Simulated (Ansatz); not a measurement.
# Ti: one input, then a changed one

The cell was built from the sc type and relaxed in the same program; it needn't be a known or the stable phase. The listed cell was then made from it by scaling, straining or moving an atom.

First run: DFT, PBE, all-electron LAPW, scalar-relativistic (Ansatz 0.2.0).

Command: `ansatz run input.yaml --threads 1 --pin off --max-ram 2048MiB --backend cpu --events-out ev --progress --plain --runs-dir out` The run took about 9.4 s on 1 thread of a shared machine.

```yaml
crystal:
  lattice:
    - [2.6800673601, 0.0, 0.0]
    - [0.0, 2.6800673601, 0.0]
    - [0.0, 0.0, 2.6404604533]
  atoms:
    - { symbol: Ti, position: [0.0, 0.0, 0.0] }
kpoints:
  mp_grid: { grid: [15, 15, 15] }
scf:
  occupations: { method: fermi_dirac, width: 0.05 }
hamiltonian:
  xc: pbe
  pseudopotentials: { kind: all_electron, lapw: { basis_error: 0.0005 } }
output:
  forces: true
  stress: true
  eigenvalues: true
```

Result: converged; pressure -2.19 GPa; no gap on the k mesh; 7 SCF iterations.

The input is then changed:

```diff
@@ -13,4 +13,5 @@
   xc: pbe
   pseudopotentials: { kind: all_electron, lapw: { basis_error: 0.0005 } }
+  hubbard: { sites: [{ species: Ti, l: d, u_eff: 8.0 }], double_counting: fll }
 output:
   forces: true
```

(1) What does the second run give?

Results:

(1) It converged; pressure 42.9 GPa; no gap on the k mesh; 15 SCF iterations.
